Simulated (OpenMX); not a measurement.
Bi in OpenMX: the effect of volume scale

Crystal: Bi.

```
Bi
1.0
     3.34307   -3.00190    0.00000
     3.34307    3.00190    0.00000
    -1.20766    0.00000    2.98367
Bi
2
Direct
  0.75306 0.75306 0.85738
  0.24694 0.24694 0.14262
```

This isn't the form of Bi at room conditions, which is rhombohedral.

Alike in all runs:

| Property | Result |
| --- | --- |
| Program | OpenMX 3.8.5 |
| Task | single point |
| Functional | PBE |
| Potentials or basis | OpenMX 2013 PBE set, Bi8.0-s3p2d2f1, grid cutoff 500 Ry |
| k mesh | 5 × 5 × 7 |
| Occupations | fermi-dirac, width 0.05 eV |
| Spin | no spin polarisation |

| volume scale | pressure (GPa) | largest force (eV/Å) |
| --- | --- | --- |
| 0.88 | 9.6 | 0.22 |
| 0.92 | 6.1 | 0.14 |
| 0.96 | 3.2 | 0.07 |
| 1 | 0.9 | 0.04 |
| 1.04 | -0.9 | 0.07 |
| 1.08 | ? | ? |

Task: What does the run with volume scale 1.08 give?

Result: Pressure -2.4 GPa; largest force 0.11 eV/Å.

Worked out: A parabola through the other rows of the pressure, of slope -22.6 GPa per unit of volume scale there, extrapolates to -2.1 GPa, against the run's -2.4. A parabola through the other rows of the largest force, of slope 1.79 eV/Å per unit of volume scale there, extrapolates to 0.12 eV/Å, against the run's 0.11.

Caveats: the basis of atomic orbitals isn't converged, which shifts pressures, moduli and gaps.
